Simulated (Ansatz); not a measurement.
Bi2TeSe2 (Skippenite):

```
CELL_PARAMETERS angstrom
2.09150 1.20753 9.71233
-2.09150 1.20753 9.71233
0.00000 -2.41506 9.71233
ATOMIC_POSITIONS crystal
Bi 0.60194 0.60194 0.60194
Bi 0.39806 0.39806 0.39806
Te 0.00000 0.00000 0.00000
Se 0.78840 0.78840 0.78840
Se 0.21160 0.21160 0.21160
```

```yaml
Program: Ansatz 0.2.0
Task: relaxation of cell and atoms
Functional: PBEsol
Potentials_or_basis: Ansatz PAW
Cutoff: "420 eV (not typed: the program's choice for these potentials)"
k_mesh: 7 × 7 × 7
Occupations: fermi-dirac, width 0.05 eV
Spin: no spin polarisation
```

At the start: volume 29.43 Å³/atom.

Question: Where does the relaxation end?

Answer: It ends after 6 steps and the volume is 29.83 Å³/atom (+1.3 %); space group R-3m (No. 166, to 0.05 Å).

Step by step:
| step | energy change (eV) | largest force (eV/Å) | volume (Å³) |
| --- | --- | --- | --- |
| 1 | 0.0000 | 1.7910 | 147.17 |
| 2 | -0.3215 | 0.3302 | 151.42 |
| 3 | -0.3437 | 0.0099 | 149.22 |
| 4 | -0.3448 | 0.0226 | 149.50 |
| 5 | -0.3451 | 0.0015 | 149.13 |
| 6 | -0.3454 | 0.0015 | 149.13 |

Final structure:
```xyz
5
Lattice="2.1101 1.2182 9.6689 -2.1101 1.2182 9.6689 0.0000 -2.4365 9.6689" Properties=species:S:1:pos:R:3 pbc="T T T"
Bi    0.0000    0.0000   17.2371
Bi    0.0000    0.0000   11.7696
Te    0.0000    0.0000    0.0000
Se    0.0000    0.0000   22.9561
Se    0.0000    0.0000    6.0506
```

Caveat: the plane-wave basis is chosen anew once the cell has moved, so the energies of steps on either side of that aren't comparable; the PAW data sets come from PBE, with cores solved anew for the run's functional, which leaves a small shift of forces and pressure.
